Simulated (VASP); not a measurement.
**Sr: electric field gradients with PBEsol**

The system is Sr.

```
Sr
1.0
     4.31000    0.00000    0.00000
    -2.15500    3.73257    0.00000
     0.00000    0.00000    7.05000
Sr
2
Direct
  0.33333 0.66667 0.25000
  0.66667 0.33333 0.75000
```

This isn't the form of Sr at room conditions, which is fcc.

```yaml
Program: VASP 6.6.1
Task: electric field gradients
Functional: PBEsol
Potentials_or_basis: VASP PAW PBE potentials, release 64 (Sr_sv)
Cutoff: 520 eV
k_mesh: 9 × 9 × 5
Occupations: fermi-dirac, width 0.03 eV
Spin: no spin polarisation
Dipole_correction: no
Further_INCAR_settings: ALGO = Normal; EDIFF = 1e-08; NBANDS = 17
```

```
Pressure               : -0.8 GPa
Band gap on the k mesh : none (metal or under the smearing width)
```

Stress tensor (GPa, compression positive):
```
-0.84  0.00  0.00
 0.00 -0.84  0.00
 0.00  0.00 -0.75
```

Levels at points of the mesh, in eV from the Fermi level:
```csv
k point,band 7,band 8,band 9,band 10,band 11,band 12,band 13,band 14
"(0.00, 0.00, 0.00)",-18.53,-18.53,-3.64,-1.16,0.01,2.23,2.24,2.24
```

Electric field gradients, principal values (V/Å²):
```
atom    Vxx    Vyy     Vzz
1 Sr  1.770  1.770  -3.540
2 Sr  1.770  1.770  -3.540
```

Wall time 37 s on 1 thread of AMD EPYC 9R45 (Zen 5), on a shared host, peak memory 0.21 GiB.

Caveat: the PAW data sets were made with another functional, which shifts forces and pressure a little.
